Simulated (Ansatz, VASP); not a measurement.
SiHC: VASP beside Ansatz

```
Si H C
1.0
     2.92272    0.00000    0.00000
    -1.46136    2.53115    0.00000
     0.00000    0.00000    2.81174
Si H C
1 1 1
Direct
  0.66667 0.33333 0.50000
  0.33333 0.66667 0.00000
  0.00000 0.00000 0.00000
```

Change from the starting cell: species swapped into the NdNiAs type (P-6m2, No. 187).

Alike in both runs: functional PBE; k mesh 6 × 6 × 6; occupations gaussian, width 0.1 eV; no spin polarisation.

Ansatz relaxed the structure, and its values are those at the end. VASP's run is a single point on that final structure, the one shown.

|  | VASP | Ansatz |
| --- | --- | --- |
| version | VASP 6.6.1 | Ansatz 0.2.0 |
| potentials or method | VASP PAW PBE potentials, release 64 (Si, H, C) | scalar-relativistic, plane waves, PAW |
| plane-wave cutoff (eV) | 520 | 420 |
| valence electrons in the cell | 9 | 9 |

```tsv
	VASP	Ansatz	Ansatz less VASP
gap on the k mesh at the Fermi level (eV)	none	none	-
pressure (GPa)	0.1	0.0	-0.06
```

A gap of «none» marks a metal or a gap that the smearing closes. The functional is the same, so the differences come from potentials, cutoffs and numerics.

Caveats: the k mesh is coarse (spacing up to 0.41 Å⁻¹), so the values aren't converged.
